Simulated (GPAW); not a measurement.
Runs of GPAW 26.7.0 on Sb. The structure is cubic, space group Im-3m (No. 229). The conventional cell has a = 3.743 Å, b = 3.743 Å, c = 3.743 Å, α = 90.00°, β = 90.00°, γ = 90.00°. Sb (site symmetry m-3m) is surrounded by 8 Sb at 3.24 Å. This isn't the form of Sb at room conditions, which is rhombohedral.

```tsv
task	level	potentials or basis	cell	k mesh	cutoff (eV)	maxiter	optimizer	fmax	max steps	convergence	mesh quality	gap on the mesh (eV)	pressure (GPa)	relaxed volume (Å³/atom)
relaxation of cell and atoms	PBEsol	PAW data sets generated in the run's folder for this functional, pw	relaxed	10 × 10 × 10	600	150	BFGS	0.02 eV/Å	60	density=1e-05 forces=0.0001	not flagged	none	0.0	26.07
band structure	r2SCAN	GPAW PAW data sets (gpaw-data 1.2.1), pw	as given	10 × 10 × 10	600	150	-	-	-	-	not flagged	-	2.3	-
relaxation of cell and atoms	PBEsol+D3(BJ)	PAW data sets generated in the run's folder for this functional, pw	relaxed	10 × 10 × 10	600	150	BFGS	0.02 eV/Å	60	density=1e-05 forces=0.0001	not flagged	none	0.1	24.75
single point	PBE0	GPAW PAW data sets (gpaw-data 1.2.1), pw	as given	5 × 5 × 5	450	60	-	-	-	-	coarse	none	-	-
single point	r2SCAN	GPAW PAW data sets (gpaw-data 1.2.1), pw	as given	8 × 8 × 8	450	120	-	-	-	default	not flagged	none	(a)	-
```

Alike in all rows: no spin polarisation; smearing fermi-dirac 0.05 eV.

**Question.** Estimate the missing entries.

**Answer.** (a) -0.7.

Caveats: some runs use coarse meshes; the PAW data sets were made with another functional, which shifts forces and pressure a little (some runs); later steps reuse the first step's grids (some runs); pairwise dispersion overbinds metals, which lowers pressure and volume (some runs); the cutoff is short for stress and forces, so pressures can be off by a GPa or more (some runs).

A k mesh can miss the band edges, and the runs leave out spin-orbit coupling on Sb.

A gap of «none» marks a metal or a gap under the smearing width.

Not every run made on this cell is shown here.
